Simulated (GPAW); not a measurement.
# Co (P6_3/mmc) in GPAW: notebook

One crystal, Co, is run at these levels: PBEsol+U; tasks: band structure.

All numbers are computed with GPAW 26.7.0; they aren't measurements. Logs are shortened: lines on timing, memory, paths and dates and some standing lists are left out, and cuts for length are marked. The log counts tension as positive stress, the text compression.

**1. The structure**

The structure is hexagonal, space group P6_3/mmc (No. 194). Conventional cell: a = 2.472 Å, b = 2.472 Å, c = 4.021 Å, α = 90.00°, β = 90.00°, γ = 120.00°. Co (site symmetry -6m2) has 12 Co at 2.47 Å as nearest neighbours.

**2. Band structure, PBEsol+U, collinear spin, ferromagnetic start**

Input file run.py:

```python
from ase import Atoms
from ase.dft.bandgap import bandgap
from ase.io import write
from ase.units import GPa
from gpaw import GPAW, PW, setup_paths

setup_paths.insert(0, '.')

atoms = Atoms(['Co', 'Co'],
              cell=[[2.4719999032, 0.0, 0.0],
                    [-1.2359999516, 2.1408147143, 0.0],
                    [0.0, 0.0, 4.02114408]],
              scaled_positions=[[0.6666666667, 0.3333333333, 0.75],
                                [0.3333333333, 0.6666666667, 0.25]],
              pbc=True)
atoms.set_initial_magnetic_moments([2.0, 2.0])

calc = GPAW(mode=PW(600),
            xc='PBEsol',
            kpts={'size': (10, 10, 6), 'gamma': True},
            occupations={'name': 'fermi-dirac', 'width': 0.05},
            setups={'Co': ':d,2.0'},
            nbands=21,
            convergence={'density': 1e-05, 'energy': 1e-05},
            maxiter=150,
            txt='gpaw.txt')
atoms.calc = calc
energy = atoms.get_potential_energy()
forces = atoms.get_forces()
stress = atoms.get_stress()
calc.write('gs.gpw')
write('result.traj', atoms)
print(f'Energy: {energy:.6f} eV')
print('Forces (eV/A):')
print(forces.round(4))
print('Stress (GPa):', (stress / GPa).round(3))
print('Moments:', calc.get_magnetic_moments().round(3))
print('Fermi level:', round(calc.get_fermi_level(), 4), 'eV')
print(f'Gap: {bandgap(calc)[0]:.4f} eV, direct: {bandgap(calc, direct=True)[0]:.4f} eV')

path = atoms.cell.bandpath('GMKGALHA,LM,KH', npoints=60, eps=1e-4)
bs_calc = calc.fixed_density(kpts=path, symmetry='off', nbands=31,
                             convergence={'bands': 'CBM+6.0', 'eigenstates': 1e-6}, txt='bands.txt')
bs = bs_calc.band_structure()
bs.write('bs.json')
print(f'Gap on the path: {bandgap(bs_calc)[0]:.4f} eV')
```

Potentials or basis: PAW data sets generated in the run's folder for this functional, pw.

Launch:

```
gpaw-setup -f PBEsol Co
OMP_NUM_THREADS=1 python run.py
```

gpaw.txt:

```text
__  _  _
 | _ |_)|_||  |
 |__||  | ||/\| - 26.7.0

Input parameters:
  mode=PW(ecut=600.0),
  convergence={'density': 1e-05, 'energy': 1e-05},
  kpts=MonkhorstPack(size=(10, 10, 6), gamma=True),
  maxiter=150,
  nbands=21,
  occupations=Occupations(name='fermi-dirac', width=0.05),
  setups={'Co': ':d,2.0'},
  xc=XC(name='PBEsol')

Diagonalizing LCAO Hamiltonian
Converting LCAO to pw mode

          Co

        Co

Atoms  # Å, Bohr magnetons
|   | symbol |         x |        y |        z |    initial magnetic moments |
|---|--------|-----------|----------|----------|-----------------------------|
| 0 |     Co |  1.236000 | 0.713605 | 3.015858 | ( 0.0000,  0.0000,  2.0000) |
| 1 |     Co | -0.000000 | 1.427210 | 1.005286 | ( 0.0000,  0.0000,  2.0000) |

Unit cell  # Å
| periodic |         x |        y |        z |  lengths |     angles |
|----------|-----------|----------|----------|----------|------------|
|      yes |  2.472000 | 0.000000 | 0.000000 | 2.472000 |  90.000000 |
|      yes | -1.236000 | 2.140815 | 0.000000 | 2.472000 |  90.000000 |
|      yes |  0.000000 | 0.000000 | 4.021144 | 4.021144 | 120.000000 |

Number of symmetries: 12
Symmetry operations  # r_c * U_cc + t_c -> r_c
|    | kind |            matrix            |
|----|------|------------------------------|
|  0 |  σ   |  1, 1, 0,  0,-1, 0,  0, 0, 1 |
|  1 |  S6  |  1, 1, 0, -1, 0, 0,  0, 0,-1 |
|  2 |  E   |  1, 0, 0,  0, 1, 0,  0, 0, 1 |
|  3 |  C2  |  1, 0, 0, -1,-1, 0,  0, 0,-1 |
|  4 |  C2  |  0, 1, 0,  1, 0, 0,  0, 0,-1 |
|  5 |  C3  |  0, 1, 0, -1,-1, 0,  0, 0, 1 |
|  6 |  S6  |  0,-1, 0,  1, 1, 0,  0, 0,-1 |
|  7 |  σ   |  0,-1, 0, -1, 0, 0,  0, 0, 1 |
|  8 |  σ   | -1, 0, 0,  1, 1, 0,  0, 0, 1 |
|  9 |  i   | -1, 0, 0,  0,-1, 0,  0, 0,-1 |
| 10 |  C3  | -1,-1, 0,  1, 0, 0,  0, 0, 1 |
| 11 |  C2  | -1,-1, 0,  0, 1, 0,  0, 0,-1 |

BZ-sampling:
  Number of BZ points: 600
  Number of IBZ points: 72

  Monkhorst-Pack size: [10, 10, 6]
  Monkhorst-Pack shift: [0.05, 0.05, 0.08333333333333333]

K-points  # in reciprocal-cell coordinates
|     |                                coordinates |     weight |
|-----|--------------------------------------------|------------|
|   0 | (  0.00000000,   0.00000000,   0.00000000) | 0.00166667 |
|   1 | (  0.00000000,   0.00000000,   0.16666667) | 0.00333333 |
|   2 | (  0.00000000,   0.00000000,   0.33333333) | 0.00333333 |
|   3 | (  0.00000000,   0.00000000,   0.50000000) | 0.00166667 |
|   4 | (  0.10000000,   0.00000000,  -0.33333333) | 0.01000000 |
|   5 | (  0.10000000,   0.00000000,  -0.16666667) | 0.01000000 |
|   6 | (  0.10000000,   0.00000000,   0.00000000) | 0.01000000 |
|   7 | (  0.10000000,   0.00000000,   0.16666667) | 0.01000000 |
|   8 | (  0.10000000,   0.00000000,   0.33333333) | 0.01000000 |
|   9 | (  0.10000000,   0.00000000,   0.50000000) | 0.01000000 |
| ... |                                            |            |
|  71 | (  0.50000000,   0.50000000,   0.50000000) | 0.00500000 |

Plane wave coefficients: 726
Cutoff: 600.0 eV

Spin-components: 2 (collinear spins)
Bands:           21
Projectors:      12
Spin-degeneracy: 1
Datatype:        complex128

Parallelization:
  kpt:    1
  domain: 1
  band:   1

Density:
  Valence electrons: 18.0
  Components: 2
  Grid points: [14 14 24]
  Charge: 0.0  # |e|

Potential:
  Grid points: [14 14 24]

species:
  Co:
    name:    Cobalt
    Z:       27.0
    valence: 9
    core:    18
    charge:  0.0  # [|e|]
    Hubbard: {U: 2.0,  # eV
              l: 2,
              scale: True}
    compensation charges:
      type: gauss
      rc: 0.32  # [Å]
      lmax: 2
    cutoffs:
      filter: 1.87  # [Å]
      core: 2.55  # [Å]
    projectors
    | kind |    occ | energy [eV] | rcut [Å] |
    |------|--------|-------------|----------|
    |   4s |  2.000 |      -5.488 |    1.005 |
    |   4p |  0.000 |      -1.248 |    1.058 |
    |   3d |  7.000 |      -8.230 |    1.005 |
    |    s |        |      21.723 |    1.005 |
    |    p |        |      25.963 |    1.058 |
    |    d |        |      18.981 |    1.005 |

    Using partial waves for Co as LCAO basis

Reference energy: -75737.720984  # eV

eigensolver:
  PPCG
  Converge bands: occupied
  niter=2

density mixing:
  MSR1-Mixer
  Pratt-step length: 0.05
  Maximum mixing coefficient: 0.75
  Old densities: 10
  SVD Regularization: 0.005
  Good broyden scale: 1.0
  Trust region scale: 1.0
  Backstep threshold: 4.0
  History deletion threshold: 6.0
  Fourier metric: weight=20.0, sigma=0.015

occupation numbers:
  Fermi-Dirac:
    width: 0.0500  # eV

poisson solver:
  ecut: 4800.0  # eV

xc functional:
  name: PBEsol with 2 nearest neighbor stencil

convergence criteria:
- Maximum integral of absolute [dens]ity change: 1e-05 electrons / valence electron
- Maximum [total energy] change in last 3 cyles: 1e-05 eV / valence electron
- Maximum integral of absolute [eigenst]ate change: 4e-08 eV^2 / valence electron
maximum number of iterations: 150

SCF iterations
|iter     | |      energy | eigst |  dens |  magmom |
|---------|-|-------------|-------|-------|---------|
|iter:   1| |  -14.629530 | +0.25 |       |  +4.0059|
|iter:   2| |  -14.641745 | -2.18 | -1.18 |  +3.9844|
|iter:   3| |  -14.779612 | -2.51 | -1.21 |  +3.7218|
|iter:   4| |  -14.835844 | -2.96 | -1.51 |  +3.4866|
|iter:   5| |  -14.835308 | -3.88 | -1.96 |  +3.4498|
|iter:   6| |  -14.836008 | -4.70 | -2.44 |  +3.4774|
|iter:   7| |  -14.836029 | -5.86 | -2.82 |  +3.4888|
|iter:   8| |  -14.836033c| -6.22 | -3.21 |  +3.4937|
|iter:   9| |  -14.836034c| -6.88 | -3.60 |  +3.4970|
|iter:  10| |  -14.836035c| -8.05c| -4.20 |  +3.4974|
|iter:  11| |  -14.836037c| -7.99c| -4.46 |  +3.4976|
|iter:  12| |  -14.836037c| -7.81c| -4.89 |  +3.4977|
|iter:  13| |  -14.836037c| -8.62c| -5.33c|  +3.4977|

Converged in 13 steps
Energy contributions relative to reference atoms: (reference = -75737.720984)

Energy contributions:
  Kinetic:          27.572587
  Coulomb:         -22.522825
  Zero:             -0.149064
  External:          0.000000
  Xc:              -19.729595
  Entropy:          -0.014281
  Spinorbit:         0.000000
  ----------------------------
  Free energy:     -14.843177
  Extrapolated:    -14.836037

dipole moment: (-0.000001, -0.000002, -0.000003)  # |e|*Ang

Total magnetic moment: (0.000000, 0.000000, 3.497696)

Local magnetic moments
|        x |        y |        z |
|----------|----------|----------|
| 0.000000 | 0.000000 | 1.881704 |  # Co   0
| 0.000000 | 0.000000 | 1.881704 |  # Co   1

Fermi level: 10.903
Eigenvalues  # (at kpt = [0.000, 0.000, 0.000])
| band index |      eig [eV] | occ [0-1] |      eig [eV] | occ [0-1] |
|------------|---------------|-----------|---------------|-----------|
|          0 |         1.610 |     1.000 |         1.536 |     1.000 |
|        ... |               |           |               |           |
|          2 |         7.314 |     1.000 |         9.897 |     1.000 |
|          3 |         7.362 |     1.000 |         9.988 |     1.000 |
|          4 |         7.362 |     1.000 |         9.988 |     1.000 |
|          5 |         7.668 |     1.000 |        10.356 |     1.000 |
|          6 |         7.668 |     1.000 |        10.376 |     1.000 |
|          7 |         7.991 |     1.000 |        10.376 |     1.000 |
[... 8 lines left out ...]
|         16 |        36.294 |     0.000 |        36.056 |     0.000 |
|         17 |        36.526 |     0.000 |        36.169 |     0.000 |
|        ... |               |           |               |           |
|         20 |        41.417 |     0.000 |        41.585 |     0.000 |

No gap
No difference between direct/indirect transitions

Forces  # eV/Ang
|       x |       y |        z |
|---------|---------|----------|
| 0.00000 | 0.00000 |  0.00002 |  # Co   0
| 0.00000 | 0.00000 | -0.00002 |  # Co   1

Stress tensor  # eV/Ang^3
|        x |        y |        z |
|----------|----------|----------|
| 0.017807 | 0.000000 | 0.000000 |
| 0.000000 | 0.017807 | 0.000000 |
| 0.000000 | 0.000000 | 0.006014 |

# Writing to gs.gpw (mode='')
```

Wall time 59 s (1 thread of Arm Neoverse V2, shared host); peak memory 0.24 GiB.

Results:

- Free energy: -14.8432 eV
- Pressure: -2.2 GPa
- Band gap along the path: none (metal or under the smearing width)
- Net moment: 3.50 μB per cell
- Site moments: Co +1.88 μB

Levels at the corners of the path, in eV from the Fermi level:
Spin up:
```
point  band 8  band 9  band 10  band 11  band 12  band 13
    Γ   -2.91   -2.91    -1.81    -1.81    -0.42     5.96
    M   -1.60   -1.59    -1.46     0.80     2.94     9.45
    K   -1.86   -1.86    -1.82     4.16     5.05     5.05
    Γ   -2.91   -2.91    -1.81    -1.81    -0.42     5.96
    A   -3.61   -2.12    -2.12    -2.12    -2.12    14.72
    L   -1.92   -1.51    -1.51     1.29     1.29     6.98
    H   -2.85   -1.70    -1.70     5.45     5.45     7.02
    A   -3.61   -2.12    -2.12    -2.12    -2.12    14.72
    L   -1.92   -1.51    -1.51     1.29     1.29     6.98
    M   -1.60   -1.59    -1.46     0.80     2.94     9.45
    K   -1.86   -1.86    -1.82     4.16     5.05     5.05
    H   -2.85   -1.70    -1.70     5.45     5.45     7.02
```
Spin down:
```tsv
point	band 5	band 6	band 7	band 8	band 9	band 10	band 11	band 12
Γ	-0.92	-0.55	-0.53	-0.53	0.02	0.02	1.30	1.30
M	-1.01	-1.00	-0.62	1.40	1.57	1.57	2.66	4.38
K	-1.34	-1.34	-0.28	1.05	1.05	1.29	5.36	6.15
Γ	-0.92	-0.55	-0.53	-0.53	0.02	0.02	1.30	1.30
A	-0.97	-0.97	-0.97	-0.97	0.93	0.93	0.93	0.93
L	0.11	0.11	0.15	0.15	1.50	1.50	2.23	2.23
H	-1.84	-1.84	-0.07	-0.07	1.26	1.26	6.40	6.40
A	-0.97	-0.97	-0.97	-0.97	0.93	0.93	0.93	0.93
L	0.11	0.11	0.15	0.15	1.50	1.50	2.23	2.23
M	-1.01	-1.00	-0.62	1.40	1.57	1.57	2.66	4.38
K	-1.34	-1.34	-0.28	1.05	1.05	1.29	5.36	6.15
H	-1.84	-1.84	-0.07	-0.07	1.26	1.26	6.40	6.40
```

Caveat: the U is typed as a test and isn't derived for this compound. The state reached can hang on the start; a lower one may exist.

**3. Band structure, PBEsol+U, collinear spin, ferromagnetic start**

Edit run.py of step 2 so:

```diff
@@ -21,3 +21,3 @@
             occupations={'name': 'fermi-dirac', 'width': 0.05},
-            setups={'Co': ':d,2.0'},
+            setups={'Co': ':d,3.0'},
             nbands=21,
```

Potentials or basis: PAW data sets generated in the run's folder for this functional, pw.

Launch:

```
gpaw-setup -f PBEsol Co
OMP_NUM_THREADS=1 python run.py
```

gpaw.txt:

```text
__  _  _
 | _ |_)|_||  |
 |__||  | ||/\| - 26.7.0

Input parameters:
  mode=PW(ecut=600.0),
  convergence={'density': 1e-05, 'energy': 1e-05},
  kpts=MonkhorstPack(size=(10, 10, 6), gamma=True),
  maxiter=150,
  nbands=21,
  occupations=Occupations(name='fermi-dirac', width=0.05),
  setups={'Co': ':d,3.0'},
  xc=XC(name='PBEsol')

Diagonalizing LCAO Hamiltonian
Converting LCAO to pw mode

          Co

        Co

Atoms  # Å, Bohr magnetons
|   | symbol |         x |        y |        z |    initial magnetic moments |
|---|--------|-----------|----------|----------|-----------------------------|
| 0 |     Co |  1.236000 | 0.713605 | 3.015858 | ( 0.0000,  0.0000,  2.0000) |
| 1 |     Co | -0.000000 | 1.427210 | 1.005286 | ( 0.0000,  0.0000,  2.0000) |

Unit cell  # Å
| periodic |         x |        y |        z |  lengths |     angles |
|----------|-----------|----------|----------|----------|------------|
|      yes |  2.472000 | 0.000000 | 0.000000 | 2.472000 |  90.000000 |
|      yes | -1.236000 | 2.140815 | 0.000000 | 2.472000 |  90.000000 |
|      yes |  0.000000 | 0.000000 | 4.021144 | 4.021144 | 120.000000 |

Number of symmetries: 12
Symmetry operations  # r_c * U_cc + t_c -> r_c
|    | kind |            matrix            |
|----|------|------------------------------|
|  0 |  σ   |  1, 1, 0,  0,-1, 0,  0, 0, 1 |
|  1 |  S6  |  1, 1, 0, -1, 0, 0,  0, 0,-1 |
|  2 |  E   |  1, 0, 0,  0, 1, 0,  0, 0, 1 |
|  3 |  C2  |  1, 0, 0, -1,-1, 0,  0, 0,-1 |
[... 132 lines left out ...]
|iter:  11| |  -13.365372c| -6.45 | -3.88 |  +3.6008|
|iter:  12| |  -13.365370c| -8.20c| -4.71 |  +3.6009|
|iter:  13| |  -13.365370c| -8.38c| -5.21c|  +3.6010|

Converged in 13 steps
Energy contributions relative to reference atoms: (reference = -75737.720984)

Energy contributions:
  Kinetic:          32.608381
  Coulomb:         -26.727245
  Zero:             -0.177234
  External:          0.000000
  Xc:              -19.062254
  Entropy:          -0.014034
  Spinorbit:         0.000000
  ----------------------------
  Free energy:     -13.372387
  Extrapolated:    -13.365370

dipole moment: (-0.000001, -0.000002, -0.000003)  # |e|*Ang

Total magnetic moment: (0.000000, 0.000000, 3.600967)

Local magnetic moments
|        x |        y |        z |
|----------|----------|----------|
| 0.000000 | 0.000000 | 1.964492 |  # Co   0
| 0.000000 | 0.000000 | 1.964492 |  # Co   1

Fermi level: 11.019
Eigenvalues  # (at kpt = [0.000, 0.000, 0.000])
| band index |      eig [eV] | occ [0-1] |      eig [eV] | occ [0-1] |
|------------|---------------|-----------|---------------|-----------|
|          0 |         1.645 |     1.000 |         1.511 |     1.000 |
|        ... |               |           |               |           |
|          2 |         6.911 |     1.000 |         9.907 |     1.000 |
|          3 |         6.947 |     1.000 |        10.083 |     1.000 |
|          4 |         6.947 |     1.000 |        10.083 |     1.000 |
|          5 |         7.245 |     1.000 |        10.327 |     1.000 |
|          6 |         7.245 |     1.000 |        10.476 |     1.000 |
|          7 |         7.507 |     1.000 |        10.476 |     1.000 |
[... 8 lines left out ...]
|         16 |        36.313 |     0.000 |        36.053 |     0.000 |
|         17 |        36.551 |     0.000 |        36.128 |     0.000 |
|        ... |               |           |               |           |
|         20 |        41.292 |     0.000 |        41.563 |     0.000 |

No gap
No difference between direct/indirect transitions

Forces  # eV/Ang
|       x |        y |        z |
|---------|----------|----------|
| 0.00000 |  0.00000 |  0.00032 |  # Co   0
| 0.00000 | -0.00000 | -0.00032 |  # Co   1

Stress tensor  # eV/Ang^3
|        x |        y |         z |
|----------|----------|-----------|
| 0.013939 | 0.000000 |  0.000000 |
| 0.000000 | 0.013939 |  0.000000 |
| 0.000000 | 0.000000 | -0.018763 |

# Writing to gs.gpw (mode='')
```

stdout:

```text
Energy: -13.365370 eV
Forces (eV/A):
[[ 0.      0.      0.0003]
 [ 0.     -0.     -0.0003]]
Stress (GPa): [ 2.233  2.233 -3.006  0.     0.     0.   ]
Moments: [1.964 1.964]
Fermi level: 11.0195 eV
Gap: 0.0000 eV, direct: 0.0000 eV
Gap on the path: 0.0000 eV
```

bands.txt:

```text
Diagonalizing LCAO Hamiltonian
Converting LCAO to pw mode
convergence criteria:
- Maximum integral of absolute [eigenst]ate change: 1e-06 eV^2 / valence electron
maximum number of iterations: 150

SCF iterations
|iter     | |      energy | eigst |  dens |  magmom |
[... 66 lines left out ...]
         [0.5       , 0.        , 0.125     ],
         [0.5       , 0.        , 0.        ],
         [0.33333333, 0.33333333, 0.        ],
         [0.33333333, 0.33333333, 0.1       ],
         [0.33333333, 0.33333333, 0.2       ],
         [0.33333333, 0.33333333, 0.3       ],
         [0.33333333, 0.33333333, 0.4       ],
         [0.33333333, 0.33333333, 0.5       ]])),
  maxiter=150,
  nbands=31,
  occupations=Occupations(name='fermi-dirac', width=0.05),
  setups={'Co': ':d,3.0'},
  symmetry=Symmetry(point_group=False, time_reversal=False),
  xc=XC(name='PBEsol')
```

Wall time 60 s (1 thread of Arm Neoverse V2, shared host); peak memory 0.24 GiB.

Results:

| Property | Result |
| --- | --- |
| Free energy | -13.3724 eV |
| Pressure | -0.5 GPa |
| Band gap along the path | none (metal or under the smearing width) |
| Net moment | 3.60 μB per cell |
| Site moments | Co +1.96 μB |

Levels at the corners of the path, in eV from the Fermi level:
Spin up:
```tsv
point	band 8	band 9	band 10	band 11	band 12	band 13
Γ	-3.51	-3.51	-2.42	-2.42	-0.50	5.71
M	-2.21	-2.17	-2.02	0.52	2.69	9.29
K	-2.44	-2.41	-2.41	3.93	4.85	4.85
Γ	-3.51	-3.51	-2.42	-2.42	-0.50	5.71
A	-4.15	-2.72	-2.72	-2.72	-2.72	14.56
L	-2.44	-2.08	-2.08	1.15	1.15	6.74
H	-3.41	-2.27	-2.27	5.27	5.27	6.79
A	-4.15	-2.72	-2.72	-2.72	-2.72	14.56
L	-2.44	-2.08	-2.08	1.15	1.15	6.74
M	-2.21	-2.17	-2.02	0.52	2.69	9.29
K	-2.44	-2.41	-2.41	3.93	4.85	4.85
H	-3.41	-2.27	-2.27	5.27	5.27	6.79
```
Spin down:
```csv
point,band 5,band 6,band 7,band 8,band 9,band 10,band 11,band 12
Γ,-0.94,-0.69,-0.54,-0.54,0.13,0.13,1.43,1.43
M,-0.95,-0.90,-0.71,1.40,1.57,1.71,2.59,4.30
K,-1.27,-1.27,-0.30,0.99,0.99,1.42,5.30,6.07
Γ,-0.94,-0.69,-0.54,-0.54,0.13,0.13,1.43,1.43
A,-0.97,-0.97,-0.97,-0.97,1.04,1.04,1.04,1.04
L,0.04,0.04,0.22,0.22,1.51,1.51,2.19,2.19
H,-1.90,-1.90,-0.03,-0.03,1.24,1.24,6.32,6.32
A,-0.97,-0.97,-0.97,-0.97,1.04,1.04,1.04,1.04
L,0.04,0.04,0.22,0.22,1.51,1.51,2.19,2.19
M,-0.95,-0.90,-0.71,1.40,1.57,1.71,2.59,4.30
K,-1.27,-1.27,-0.30,0.99,0.99,1.42,5.30,6.07
H,-1.90,-1.90,-0.03,-0.03,1.24,1.24,6.32,6.32
```

Caveat: the U is typed as a test and isn't derived for this compound.

(Part 1 of 2 ends here.)
